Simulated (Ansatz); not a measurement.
The system is CoO.

```
Co O
1.0
    -1.50800    1.50800    2.10725
     1.50800   -1.50800    2.10725
     1.50800    1.50800   -2.10725
Co O
1 1
Direct
  0.00000 0.00000 0.00000
  0.50000 0.50000 0.00000
```

Program: Ansatz 0.2.0. Alike in all runs: task band structure; potentials or basis all-electron LAPW, scalar-relativistic; spin collinear, ferromagnetic start; cell as given; k mesh 12 × 12 × 12; smearing fermi-dirac 0.05 eV; basis error allowed 0.001 eV/atom.

Order these runs on this cell by their pressure, lowest first.
A. level PBE; cutoff (eV) 369
B. level PBEsol; cutoff (eV) 369
C. level LDA; cutoff (eV) 368

C (-17.9 GPa), B (-9.2 GPa), A (0.0 GPa).

Caveats: a cell with one magnetic atom can't hold antiferromagnetic order, which such compounds often take.
